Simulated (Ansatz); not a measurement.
A (001) slab of Cu (P6_3/mmc (No. 194)), 5 planes, outer planes Cu (top) and Cu (bottom), with 5 atoms (Cu5) in a surface cell of A = 5.711 Å², as cut from the bulk:

```yaml
crystal:
  lattice:
    - [2.56801, 0.00000, 0.00000]
    - [-1.28401, 2.22396, 0.00000]
    - [0.00000, 0.00000, 23.38706]
  atoms:
    - { symbol: Cu, position: [0.33333, 0.66667, 0.32069] }
    - { symbol: Cu, position: [0.66667, 0.33333, 0.41035] }
    - { symbol: Cu, position: [0.33333, 0.66667, 0.50000] }
    - { symbol: Cu, position: [0.66667, 0.33333, 0.58965] }
    - { symbol: Cu, position: [0.33333, 0.66667, 0.67931] }
```

Level of theory: Ansatz, DFT PBE, scalar-relativistic, plane waves, PAW. Plane waves to 420 eV, a k mesh through Γ of 15×15×1 on the computed 5-atom cell and Gaussian smearing (0.10 eV); no spin polarisation. The cell repeats along c with a dipole correction in the vacuum.

Against the same 5 atoms in the bulk, the slab as cut lies 0.918 eV higher and the relaxed slab 0.917 eV higher.

Q: Work out the surface energy before and after relaxation.

A: The slab has two faces, so γ = (E_slab − N·E_bulk)/(2A), the mean of both. As cut: 0.918/(2 × 5.711) = 0.0804 eV/Å², and 1 eV/Å² = 16.02 J/m², so γ = 1.29 J/m². Relaxed: 0.917/(2 × 5.711) = 0.0803 eV/Å² = 1.29 J/m². Relaxation recovers 0.1 % of the cost of cutting.

Q: What is the ideal work of this cut, per area?

A: Griffith's ideal work is 2γ: 2.58 J/m² if the new faces stay rigid, 2.57 J/m² if they relax. One thickness was run, 5 planes, so γ can still shift with it.

The reference crystal is a form of Cu, which isn't its usual structure.